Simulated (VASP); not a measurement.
**Zn: single point with PBEsol**

The system is Zn.

```
Zn
1.0
     2.67000    0.00000    0.00000
    -1.33500    2.31229    0.00000
     0.00000    0.00000    4.96600
Zn
2
Direct
  0.66667 0.33333 0.75000
  0.33333 0.66667 0.25000
```

| Quantity | Value |
| --- | --- |
| Program | VASP 6.6.1 |
| Task | single point |
| Functional | PBEsol |
| Potentials or basis | VASP PAW PBE potentials, release 64 (Zn) |
| Cutoff | 520 eV |
| k mesh | 11 × 11 × 6 |
| Occupations | fermi-dirac, width 0.05 eV |
| Spin | no spin polarisation |

- Pressure: -5.3 GPa
- Band gap on the k mesh: none (metal or under the smearing width)

Stress tensor (GPa, compression positive):
```
-5.26  0.00  0.00
 0.00 -5.26  0.00
 0.00  0.00 -5.37
```

Levels at points of the mesh, in eV from the Fermi level:
```
           k point  band 10  band 11  band 12  band 13  band 14  band 15
(0.00, 0.00, 0.00)    -6.91    -6.91    -3.48    -2.93    13.60    17.24
(0.00, 0.00, 0.50)    -7.00    -7.00    -7.00     4.65     4.65    18.74
```

Wall time 41 s on 1 thread of Intel(R) Xeon(R) Platinum 8375C CPU @ 2.90GHz (Ice Lake), with other jobs on the host, peak memory 0.15 GiB.

Caveat: the PAW data sets were made with another functional, which shifts forces and pressure a little.
